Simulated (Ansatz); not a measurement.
# Nickel, beta-Sn type under RPBE: structure, energy and stiffness

Aim: take nickel in the beta-Sn type structure, relax it, solve it on a dense k-mesh, then scale the cell to 7 volumes from 88 to 112 % of the relaxed one and try a fit of the equation of state. The start is antiferromagnetic (alternate layers). The k-meshes are 15×15×10 for the relaxation; 27×27×13 for the dense run; 18×18×9 for the volumes.

Program: Ansatz 0.2.0. Level of theory: DFT RPBE, plane waves (420 eV) with PAW, scalar-relativistic; the PAW data stem from PBE, with regenerated cores. These are calculated values, not measurements.

**1. The structure to begin with**

It takes space group I4_1/amd (No. 141, tetragonal). The conventional cell has a = 4.382 Å, b = 4.382 Å, c = 2.393 Å, α = 90.00°, β = 90.00°, γ = 90.00°. Ni (site symmetry -4m2) is surrounded by 6 Ni at 2.27 to 2.39 Å.

Coordinates:

```
CELL_PARAMETERS angstrom
-2.19107 2.19107 1.19633
2.19107 -2.19107 1.19633
2.19107 2.19107 -1.19633
ATOMIC_POSITIONS crystal
Ni 0.00000 0.00000 0.00000
Ni 0.75000 0.25000 0.50000
```

Starting moments (μB): +0.8, -0.8.

**2. Relaxation of the cell**

input.yaml reads:

```yaml
crystal:
  lattice:
    - [-2.1910720922, 2.1910720922, 1.1963253623]
    - [2.1910720922, -2.1910720922, 1.1963253623]
    - [2.1910720922, 2.1910720922, -1.1963253623]
  atoms:
    - { symbol: Ni, position: [0.0, 0.0, 0.0], spin: 0.8 }
    - { symbol: Ni, position: [0.75, 0.25, 0.5], spin: -0.8 }
hamiltonian:
  xc: rpbe
  pseudopotentials:
    kind: paw
    azcp:
      Ni: "pseudopotentials/Ni.paw.azcp"
basis:
  ecutwfc: 420
  fft_grid_basis: typed
kpoints:
  mp_grid: { grid: [15, 15, 10], shift: [0, 0, 0] }
magnetization:
  spin_polarized: true
scf:
  occupations: { method: fermi_dirac, width: 0.05 }
relax:
  max_steps: 60
  f_tol: 0.01
  cell: {}
```

The runs that follow: The energy on a finer k-mesh; Equation of state: 88 %; Equation of state: 92 %; Equation of state: 96 %; Equation of state: 100 %; Equation of state: 104 %; Equation of state: 108 %; Equation of state: 112 %.

Before running it: what results should come out? Wanted: space group; conventional cell; volume; shortest distance; gap on the mesh; magnetic state; relative to fcc, ferromagnetic; V₀, B₀, B₀′.

The runs gave:

| quantity | value |
| --- | --- |
| space group (spins left aside) | P6_3/mmc (No. 194) |
| conventional cell | a = 2.509 Å, c = 4.124 Å (c/a = 1.644) |
| volume | 11.245 Å³/atom |
| shortest distance | 2.509 Å |
| gap on the mesh | none (levels filled in part) |
| magnetic state | ferromagnetic, up to 0.70 μB per atom |
| relative to fcc, ferromagnetic | +27 meV/atom |
| V₀, B₀, B₀′ | 11.225 Å³/atom, 178 GPa, 5.1 |

What this shows: The relaxation shrank the cell by 2.1 % in volume. The cell has left its prototype: it ends as hcp. What follows belongs to that structure, not to the type named at the start. The mesh has less symmetry than the lattice, which may have let the distortion in. Against the reference form of nickel (fcc, ferromagnetic, computed apart with the same settings) it stands 27 meV/atom higher. The final state is ferromagnetic (largest moment 0.70 μB). That is not the order it started in. No gap shows: it is a metal or semimetal at this level. B₀ comes out at 178 GPa; letting shape and positions relax at each volume could only lower it.
